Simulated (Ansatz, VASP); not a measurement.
**Ba in VASP and in Ansatz**

Contents of INCAR:

```
  PREC = Accurate
  ENCUT = 520
  EDIFF = 1E-7
  ISMEAR = 0
  SIGMA = 0.15
  LREAL = F
  LASPH = T
  NELM = 100
  ALGO = Normal
  ISIF = 2
  LWAVE = F
  LCHARG = F
  GGA = PS
  NBANDS = 11
```

KPOINTS

```
regular mesh
0
Gamma
  14 14 14
```

Contents of POSCAR:

```
Ba
1.0
    4.1123750265      0.0000000000      0.0000000000
    0.0000000000      4.1123750265      0.0000000000
    0.0000000000      0.0000000000      3.4105839905
Ba
1
Direct
    0.5000000000      0.5000000000      0.5000000000
```

Input for Ansatz:

```yaml
crystal:
  lattice:
    - [4.1123750265, 0.0, 0.0]
    - [0.0, 4.1123750265, 0.0]
    - [0.0, 0.0, 3.4105839905]
  atoms:
    - { symbol: Ba, position: [0.5, 0.5, 0.5] }
basis:
  ecutwfc: 420
kpoints:
  mp_grid: { grid: [14, 14, 14] }
hamiltonian:
  xc: pbesol
scf:
  occupations: { method: gaussian, width: 0.15 }
output:
  forces: true
  stress: true
  eigenvalues: true
```

Alike in both runs: task single point; functional PBEsol; k mesh 14 × 14 × 14; occupations gaussian, width 0.15 eV; no spin polarisation.

```csv
,VASP,Ansatz
version,VASP 6.6.1,Ansatz 0.2.0
potentials or method,"VASP PAW PBE potentials, release 64 (Ba_sv)","scalar-relativistic, plane waves, PAW"
plane-wave cutoff (eV),520,420
valence electrons in the cell,10,10
```

Ansatz gave:

```
gap on the k mesh at the Fermi level (eV)       : none
pressure (GPa)                                  : 0.0
largest component of the traceless stress (GPa) : 4.62
```

Q: Estimate VASP's values.

A: gap on the k mesh at the Fermi level (eV): none; pressure (GPa): 0.2; largest component of the traceless stress (GPa): 4.86.

A gap of «none» marks a metal or a gap that the smearing closes.

Caveats: the PAW data sets were made with another functional, which shifts forces and pressure a little (VASP). Spin-orbit coupling is left out, which matters for the levels of Ba.
